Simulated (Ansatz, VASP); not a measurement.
# TaN (TaN strained to the junction's net): VASP beside Ansatz

Wanted: the spread between two codes on one cell, functional and k mesh. The cell is generated by rule, not measured, and may not be a known phase. The structure shown is the end of the Ansatz relaxation below.

Main program and level: Ansatz 0.2.0; plane waves, with VASP 6.6.1 beside it; PBE.

## 1. Set-up

Symmetry: R-3m, No. 166, trigonal system. The conventional cell has a = 3.128 Å, b = 3.128 Å, c = 7.629 Å, α = 90.00°, β = 90.00°, γ = 120.00°. Ta has 6 N at 2.21 Å nearest. N has 6 Ta at 2.21 Å nearest. Farther neighbours and most contacts between anions are not listed.

As a file:

```cif
data_structure
_symmetry_space_group_name_H-M 'R-3m:H'
_symmetry_Int_Tables_number 166
_cell_length_a 3.1280
_cell_length_b 3.1280
_cell_length_c 7.6288
_cell_angle_alpha 90.000
_cell_angle_beta 90.000
_cell_angle_gamma 120.000
_cell_volume 64.64
loop_
_atom_site_label
_atom_site_type_symbol
_atom_site_symmetry_multiplicity
_atom_site_Wyckoff_symbol
_atom_site_fract_x
_atom_site_fract_y
_atom_site_fract_z
_atom_site_occupancy
Ta1 Ta 3 a 0.00000 0.00000 0.00000 1
N1 N 3 b 0.33333 0.66667 0.16667 1
```

## 2. Ansatz: relaxation, PBE

Ansatz runs on its default PAW (the set named soft_2) files.

This run makes the geometry at which the two programs are then compared.

Input file input.yaml:

```yaml
crystal:
  lattice:
    - [3.128, 0.0, 0.0]
    - [-1.564, 2.708927463, 0.0]
    - [0.0, 0.0, 7.6512270273]
  atoms:
    - { symbol: Ta, position: [0.0, 0.0, 0.0] }
    - { symbol: "N", position: [0.3333333333, 0.6666666667, 0.1666666667] }
    - { symbol: Ta, position: [0.6666666667, 0.3333333333, 0.3333333333] }
    - { symbol: "N", position: [0.0, 0.0, 0.5] }
    - { symbol: Ta, position: [0.3333333333, 0.6666666667, 0.6666666667] }
    - { symbol: "N", position: [0.6666666667, 0.3333333333, 0.8333333333] }
kpoints:
  mp_grid: { grid: [12, 12, 4] }
scf:
  occupations: { method: fermi_dirac, width: 0.1 }
  max_iter: 150
hamiltonian:
  xc: pbe
relax:
  f_tol: 0.01
  max_steps: 40
  cell: { fix: [a, b, angles] }
```

On the command line:

```bash
> ansatz run input.yaml --threads 4 --pin off --max-ram 12288MiB --backend cpu --events-out ev --progress --plain --runs-dir out
```

Numbers of over 12 decimals in the logs are rounded to 6 here.

Log:

```text
Engine: ansatz 0.2.0, aarch64-unknown-linux-gnu
Pseudopotentials: kind: paw
Pseudopotential: Ta, paw, valence charge 13, recommended cutoff 420 eV (normal), Ta.paw.azcp
Pseudopotential: N, paw, valence charge 5, recommended cutoff 420 eV (normal), N.paw.azcp
Functional definition: PBE
  parameter kappa = 0.804
  parameter beta = 0.066725
  exchange = pbe_x(kappa = kappa, mu = beta*pi^2/3)
  correlation = pbe_c(beta = beta)
Crystal: 6 atoms, lattice volume = 64.833 Å³
Basis set: ecut = 420 eV, 1249 PW (Γ), exchange–correlation on 48×48×108 points (8 copies of the dense FFT grid, shifted against one another)
Bands: 33, of which v1, the nominal top of the filled ones, is band 27 counted from 1 (26 counted from 0)
Symmetry: 36 space group operations
Space group: R-3m (ITA 166), of the structure as read, at distance tolerance 4.0e-5 Å
k-points: 69 of 576
Non-local potential: Ta, projectors of the file, l = 0: 3, l = 1: 2, l = 2: 2, l = 3: 1
Non-local potential: N, projectors of the file, l = 0: 2, l = 1: 2, l = 2: 1
PAW form: soft (Blöchl's): semilocal exchange-correlation on the pseudo side does not see the compensation charge
PAW one-centre angular grid: Ta, 590 points (default); XC on 64 Gauss nodes
PAW one-centre angular grid: N, 110 points (default); XC on 64 Gauss nodes
Initial density: superposition of atomic densities (neutral atoms: chi_scale 0, normalization atom), corrected by the library's trained network
Initial wavefunctions: pseudopotential atomic-orbital guess
Functional: x = pbe(κ = 0.804, μ = 0.219515), c = pbe(β = 0.066725)
SCF iter   1: F=—  HF=-30953.796532 eV  |F-HF|=—  |Δ(HF+E_count)|=         —  Δρ=1.75e-3  dr2=9.36e-4  ethr=1.77e-3  ⟨swp⟩=5.5  Hψ=20063  notcnv=0  defer=12
automatic band count: the SCF goes on with 39 bands, as 33 were too few: the levels above may hold too much charge
preconditioner: auto → Kerker (q_TF=auto, 2.646 Å⁻¹)  [metal: Δε(μ)=0.019 eV  Ē_g=10.852 eV  σ=0.100 eV  W_gap=0.05  n_scr=24 (ndim 8)  ℏωp=25.3 eV  f_vac=0.000  D(μ)=2.42/eV (n_scr^D=24)]
SCF iter   2: F=—  HF=-30953.796491 eV  |F-HF|=—  |Δ(HF+E_count)|=   4.19e-5  Δρ=9.59e-4  dr2=2.14e-4  ethr=1.73e-6  ⟨swp⟩=2.0  Hψ=5112  notcnv=0  defer=11
SCF iter   3: F=—  HF=-30953.796850 eV  |F-HF|=—  |Δ(HF+E_count)|=   3.60e-4  Δρ=1.81e-4  dr2=1.58e-5  ethr=3.96e-7  ⟨swp⟩=2.0  Hψ=3430  notcnv=0  defer=11
SCF iter   4: F=—  HF=-30953.796893 eV  |F-HF|=—  |Δ(HF+E_count)|=   4.31e-5  Δρ=5.29e-5  dr2=1.16e-6  ethr=2.92e-8  ⟨swp⟩=2.1  Hψ=3416  notcnv=0  defer=11
iter 5 did not close the SCF: its close was put off for the readings that it lacked (scf_convergence_deferred on its scf_iter line)
SCF iter   5: F=-30953.796894 eV  HF=-30953.796894 eV  |F-HF|=8.35e-9  |Δ(HF+E_count)|=   2.41e-7  Δρ=6.60e-6  dr2=1.44e-8  ethr=2.15e-9  ⟨swp⟩=2.9  Hψ=4717  notcnv=0  defer=11
SCF iter   6: F=-30953.796894 eV  HF=-30953.796894 eV  |F-HF|=1.82e-10  |Δ(HF+E_count)|=   1.07e-8  Δρ=1.04e-6  dr2=2.63e-10  ethr=2.66e-11  ⟨swp⟩=2.0  Hψ=7769  notcnv=0
SCF 1 converged in 6 iterations: F = -30953.796894 eV  dr2 = 2.63e-10
  greatest PAW one-centre occupation: 0.999 electrons in one spin orbital (limit 2), on the Ta atom at site 4 (counted from 0), in its partial waves of l = 0
relax step   1: F+E_penalty+E_count = -30953.79689360 eV  Δ(F+E_penalty+E_count) = +0.000e0 eV  max|allowed force component| = 1.504e-26 eV/Å  Δτ_max = 0.0000 Å  P = -0.919 GPa  Ω = 64.833 Å³  fix = [a, b, alpha, beta, gamma]  reactions: a -0.743, b -0.743 GPa  (6 SCF iters, dr2 threshold 1.00e-7 eV, accepted)
[...]
relax step   2: F+E_penalty+E_count = -30953.79836236 eV  Δ(F+E_penalty+E_count) = -1.469e-3 eV  max|allowed force component| = 1.089e-26 eV/Å  Δτ_max = 0.0000 Å  P = +0.469 GPa  Ω = 64.562 Å³  energy of the carried Pulay correction = +8.420e-4 eV  fix = [a, b, alpha, beta, gamma]  reactions: a +0.435, b +0.435 GPa  (6 SCF iters, dr2 threshold 6.00e-7 eV, accepted)
[...]
relax step   3: F+E_penalty+E_count = -30953.79824478 eV  Δ(F+E_penalty+E_count) = +1.176e-4 eV  max|allowed force component| = 8.145e-27 eV/Å  Δτ_max = 0.0000 Å  P = +0.053 GPa  Ω = 64.643 Å³  energy of the carried Pulay correction = +5.914e-4 eV  fix = [a, b, alpha, beta, gamma]  reactions: a +0.083, b +0.083 GPa  (6 SCF iters, dr2 threshold 6.00e-7 eV, accepted)
[...]
relax step   4: F+E_penalty+E_count = -30953.79773335 eV  Δ(F+E_penalty+E_count) = +5.114e-4 eV  max|allowed force component| = 3.462e-28 eV/Å  Δτ_max = 0.0000 Å  P = +0.040 GPa  Ω = 64.643 Å³  fix = [a, b, alpha, beta, gamma]  reactions: a +0.075, b +0.075 GPa  stress off target by 3.18e-2 GPa on what of the cell is left free  SCF on the basis re-selected at this cell (its energy is not comparable with the rows above)  (8 SCF iters)
basis re-selected at this cell: Δ(F+E_penalty+E_count) = +5.114e-4 eV, ΔP = -0.014 GPa vs the last step (what re-selecting the basis moved, of the pressure what is left beyond the Pulay correction that the steps carried, after the strain that the cell walked since its last selection, with what the two solves' SCF thresholds leave and, on support functions, any second-order correction that the steps lacked; it is no m [...]
SCF converged after 8 iterations
Free energy (F): -30953.797733 eV
Harris-Foulkes:  -30953.797733 eV  (|F-HF|=7.28e-12)
Internal energy: -30953.717676 eV  (E = F + TS)
E sigma→0 (E₀):  -30953.757705 eV
Entropy (-TS):   -0.080057 eV (-13.343 meV/atom)
Fermi energy:    21.389311 eV
--- Per-component energies (eV) ---
  E_band       = -147.513509
  E_kinetic    = 1501.255938
  E_local      = -1776.574481  (includes V_loc(G=0)·N_el)
  E_nonlocal   = 179.459521
  E_hartree    = 596.686182
  E_xc         = -839.869179
  E_vxc        = -847.266746  (∫ρ·V_xc dr)
  E_paw        = -25572.674699  (= ΣΔE_a)
  E_vpaw       = -397.760572  (= ΣTr[D̂ρ^β])
  E_aug_tail   = 0.000468  (compensation charges beyond the density's cutoff)
  E_ewald      = -5042.001425
  E_smearing   = -0.080057  (= −TS)
  E_closure    = -0.000000  (closes the sum)
  Σ components = -30953.797733   (vs F -30953.797733, Δ=0.00e0)
--- Forces (eV/Å), atoms counted from 1 ---
  atom   1  Ta    -0.00000000     0.00000000     0.00000000
  atom   2  N      0.00000000     0.00000000     0.00000000
  atom   3  Ta     0.00000000    -0.00000000    -0.00000000
  atom   4  N      0.00000000     0.00000000     0.00000000
  atom   5  Ta     0.00000000    -0.00000000     0.00000000
  atom   6  N     -0.00000000    -0.00000000     0.00000000
  max |Σ_I F_I| component: 9.17e-29 eV/Å
--- Stress (GPa, compression-positive) ---
        0.075246       0.000000      -0.000000
       -0.000000       0.075246       0.000000
       -0.000000       0.000000      -0.031810
  P = ⅓ Tr σ = 0.0396 GPa (0.396 kbar)
--- Relaxed structure (3 steps of the walk, 3 accepted, 1 SCFs on fresh bases) ---
  F+E_penalty+E_count = -30953.79773335 eV   max|allowed force component| = 3.462e-28 eV/Å   (the final SCF, on the basis selected at the relaxed cell)
  cell:  # Å, volume = 64.6428 Å³
    - [3.128000, 0, 0]
    - [-1.564000, 2.708927, 0]
    - [0, 0, 7.628800]
  atoms:
    - { symbol: Ta, position: [0, 0, 0] }
    - { symbol: N, position: [0.333333, 0.666667, 0.166667] }
    - { symbol: Ta, position: [0.666667, 0.333333, 0.333333] }
    - { symbol: N, position: [0, 0, 0.500000] }
    - { symbol: Ta, position: [0.333333, 0.666667, 0.666667] }
    - { symbol: N, position: [0.666667, 0.333333, 0.833333] }
```

The column dr2 measures how far the density is from self-consistency, as an energy; F and HF (Harris–Foulkes) agree once it is small.

## 3. VASP: single point, PBE

The same cell, functional, mesh and smearing now go to VASP, with its own data sets.

Lines of VASP's logs that name or quote its potential files are left out, and so is its time.

Input file INCAR:

```
SYSTEM = TaN
PREC = Accurate
ENCUT = 600
EDIFF = 1E-06
NELM = 120
ISMEAR = -1
SIGMA = 0.1
LREAL = .FALSE.
ALGO = Normal
GGA = PE
NBANDS = 30
LASPH = .TRUE.
LORBIT = 11
LWAVE = .FALSE.
LCHARG = .FALSE.
ISIF = 2
GGA_COMPAT = .FALSE.
KPAR = 2
```

Input file POSCAR:

```
TaN
1.0
    3.1280000000      0.0000000000      0.0000000000
   -1.5640000000      2.7089274630      0.0000000000
    0.0000000000      0.0000000000      7.6287999145
Ta N
3 3
Direct
    0.0000000000      0.0000000000      0.0000000000
    0.6666666667      0.3333333333      0.3333333333
    0.3333333333      0.6666666667      0.6666666667
    0.3333333333      0.6666666667      0.1666666667
    0.0000000000      0.0000000000      0.5000000000
    0.6666666667      0.3333333333      0.8333333333
```

Input file KPOINTS:

```
Automatic mesh
0
Gamma
12 12 4
0 0 0
```

The projector-augmented-wave data sets are Ta_pv and N (PBE family, release 64).

On the command line:

```bash
> mpirun -np 2 vasp_std
```

Log:

```text
[banner, memory and clock lines left out]
running    2 mpi-ranks, on    1 nodes
 distrk:  each k-point on    1 cores,    2 groups
 distr:  one band on    1 cores,    1 groups

 POSCAR found type information on POSCAR TaN
 POSCAR found :  2 types and       6 ions
 LDA part: xc-table for (Slater+PW92), standard interpolation
 POSCAR, INCAR and KPOINTS ok, starting setup
 FFT: planning ... GRIDC
 FFT: planning ... GRID_SOFT
 FFT: planning ... GRID
 WAVECAR not read
 entering main loop
       N       E                     dE             d eps       ncg     rms          rms(c)
DAV:   1     0.485441200258E+03    0.48544E+03   -0.28815E+04  4140   0.189E+03
DAV:   2    -0.404902498093E+02   -0.52593E+03   -0.50881E+03  4678   0.522E+02
DAV:   3    -0.737395855545E+02   -0.33249E+02   -0.32223E+02  5210   0.122E+02
DAV:   4    -0.745988902641E+02   -0.85930E+00   -0.83435E+00  5418   0.172E+01
DAV:   5    -0.746196925780E+02   -0.20802E-01   -0.20575E-01  5312   0.195E+00    0.406E+01
DAV:   6    -0.658043774373E+02    0.88153E+01   -0.52620E+01  5216   0.406E+01    0.180E+01
DAV:   7    -0.655925986794E+02    0.21178E+00   -0.24834E+00  4978   0.893E+00    0.926E+00
DAV:   8    -0.655436666950E+02    0.48932E-01   -0.26536E-01  4986   0.349E+00    0.797E-01
DAV:   9    -0.655323451980E+02    0.11321E-01   -0.62132E-02  5164   0.117E+00    0.221E-01
DAV:  10    -0.655324623473E+02   -0.11715E-03   -0.54060E-03  5276   0.539E-01    0.110E-01
DAV:  11    -0.655321941513E+02    0.26820E-03   -0.92036E-04  5282   0.173E-01    0.267E-02
DAV:  12    -0.655321901687E+02    0.39827E-05   -0.13163E-04  5594   0.622E-02    0.629E-03
DAV:  13    -0.655321896638E+02    0.50488E-06   -0.50228E-06  4538   0.126E-02
   1 F= -.65532190E+02 E0= -.65492084E+02  d E =-.802119E-01
```

OUTCAR, selected parts (step 3):

```text
ion  position               nearest neighbor table
   1  0.000  0.000  0.000-   4 2.21   6 2.21   4 2.21   6 2.21   6 2.21   4 2.21   2 3.12   3 3.12
                             3 3.12   2 3.12   3 3.12   2 3.12
   2  0.667  0.333  0.333-   4 2.21   4 2.21   5 2.21   4 2.21   5 2.21   5 2.21   1 3.12   1 3.12
                             1 3.12   3 3.12   3 3.12   3 3.12
   3  0.333  0.667  0.667-   6 2.21   6 2.21   5 2.21   6 2.21   5 2.21   5 2.21   1 3.12   1 3.12
                             1 3.12   2 3.12   2 3.12   2 3.12
   4  0.333  0.667  0.167-   2 2.21   2 2.21   1 2.21   2 2.21   1 2.21   1 2.21
   5  0.000  0.000  0.500-   2 2.21   3 2.21   3 2.21   2 2.21   2 2.21   3 2.21
   6  0.667  0.333  0.833-   3 2.21   3 2.21   1 2.21   3 2.21   1 2.21   1 2.21

  LATTYP: Found a hexagonal cell.
 ALAT       =     3.1280000000
 C/A-ratio  =     2.4388746530

 Subroutine GETGRP returns: Found 12 space group operations
 (whereof 12 operations were pure point group operations)

The static configuration has the point symmetry D_3d.

 Found     69 irreducible k-points:

   k-points           NKPTS =     69   k-points in BZ     NKDIM =     69   number of bands    NBANDS=     30

   dimension x,y,z NGX =    28 NGY =   28 NGZ =   64
   dimension x,y,z NGXF=    56 NGYF=   56 NGZF=  128

   ENCUT  =  600.0 eV  44.10 Ry    6.64 a.u.   6.25  6.25 15.24*2*pi/ulx,y,z

   NELECT =      48.0000    total number of electrons

 k-points in reciprocal lattice and weights: Automatic mesh
   0.00000000  0.00000000  0.00000000       0.002
   0.08333333  0.00000000  0.00000000       0.010
   0.16666667  0.00000000  0.00000000       0.010
   0.25000000  0.00000000  0.00000000       0.010
   0.33333333  0.00000000  0.00000000       0.010
   0.41666667  0.00000000  0.00000000       0.010
   0.50000000  0.00000000  0.00000000       0.005
   0.08333333  0.08333333  0.00000000       0.010
   0.16666667  0.08333333  0.00000000       0.021
[...]
0.33333333  0.25000000  0.50000000       0.021
   0.33333333  0.33333333  0.50000000       0.003

 average (electrostatic) potential at core
       1 -35.0113       2 -35.0113       3 -35.0113       4 -61.3750       5 -61.3750
       6 -61.3750

 E-fermi :   9.3845

 k-point     1 :       0.0000    0.0000    0.0000
  band No.  band energies     occupation
    ...
     24       7.3710      2.00000
     25       9.4461      0.70137
     26       9.4461      0.70137
     27       9.4574      0.65078
     28       9.4574      0.65077
     29      10.0032      0.00410
     30      10.0032      0.00410

 k-point     2 :       0.0833    0.0000    0.0000
  band No.  band energies     occupation
    ...
     22       7.3643      2.00000
     23       7.6791      2.00000
     24       7.7376      2.00000
     25       8.5436      1.99955
     26       9.2066      1.71133
     27       9.5943      0.21870
     28       9.8027      0.03009
     29      10.1812      0.00069
     30      10.6057      0.00001

 k-point     3 :       0.1667    0.0000    0.0000
  band No.  band energies     occupation
    ...
     22       7.3991      2.00000
     23       7.4223      2.00000
     24       8.4334      1.99985
     25       8.4487      1.99983
     26       9.4640      0.62216
     27       9.5048      0.46206
     28      10.6906      0.00000
     29      11.3222      0.00000
     30      11.3829      0.00000

  Total        0.3013931      0.3013931      0.2579457      0.0000000     -0.0000000      0.0000000
  in kB        7.4700507      7.4700507      6.3932044      0.0000000     -0.0000000      0.0000000
  external PRESSURE =       7.1111019 kB  Pullay stress =       0.0000000 kB

  energy-cutoff  :      600.00
  volume of cell :       64.64
      direct lattice vectors                 reciprocal lattice vectors
     3.128000000  0.000000000  0.000000000     0.319693095  0.184574894  0.000000000
    -1.564000000  2.708927463  0.000000000     0.000000000  0.369149788  0.000000000
     0.000000000  0.000000000  7.628799915     0.000000000  0.000000000  0.131082216

 POSITION                                       TOTAL-FORCE (eV/Angst)
 -----------------------------------------------------------------------------------
      0.00000      0.00000      0.00000        -0.000000     -0.000000     -0.000000
      1.56400      0.90298      2.54293         0.000000      0.000000      0.000000
     -0.00000      1.80595      5.08587         0.000000     -0.000000     -0.000000
     -0.00000      1.80595      1.27147         0.000000     -0.000000     -0.000000
      0.00000      0.00000      3.81440        -0.000000     -0.000000     -0.000000
      1.56400      0.90298      6.35733        -0.000000     -0.000000     -0.000000
 -----------------------------------------------------------------------------------
    total drift:                               -0.000000      0.000000      0.000000

  FREE ENERGIE OF THE ION-ELECTRON SYSTEM (eV)
  ---------------------------------------------------
  free  energy   TOTEN  =       -65.5321896638 eV

  energy  without entropy=      -65.4519778026  energy(sigma->0) =      -65.49208373

 total charge
# of ion       s       p       d       tot
------------------------------------------
    1        0.270   6.214   2.430   8.914
    2        0.270   6.214   2.430   8.914
    3        0.270   6.214   2.430   8.914
    4        1.226   2.523   0.000   3.748
    5        1.226   2.523   0.000   3.748
    6        1.226   2.523   0.000   3.748
--------------------------------------------------
tot          4.487  26.209   7.291  37.987

[... 3 further parts left out ...]
```

The run ends at a pressure of 0.71 GPa.

## 4. Differences

Known differences besides the potentials themselves: the data sets hold 54 valence electrons in Ansatz (on its default PAW (the set named soft_2) files) and 48 in VASP; the cutoff is 420 eV in Ansatz and 600 eV in VASP; Ansatz's pressure holds a Pulay correction, VASP's none. Total energies have different zeros and are not compared.

The two programs side by side:

```
      quantity  Ansatz  VASP  difference
pressure (GPa)    0.04  0.71       -0.67
```

## 5. Results

| Property | Result |
| --- | --- |
| difference in pressure (single point, PBE) | -0.67 GPa |

The difference in pressure is -0.67 GPa (single point, PBE), within the 1 GPa picked in this series as the mark of a large difference. The data sets hold unlike numbers of valence electrons (54 in Ansatz and 48 in VASP), so part of the differences may come from the potentials. How closely two codes agree says nothing of how well the functional describes the real material.

[Lines on the potential files, build, host, timing and source positions are cut from VASP's logs without a mark.]

[Logs are printed without paths, hosts, clocks, repeated set-up lines and the standing remarks that a program may print on its own settings, such as how far it seeks lower states.]

[Hosts, paths, dates, database ids (printed as entryN), source tags and the programs' standing remarks are cut or masked in the printed files.]
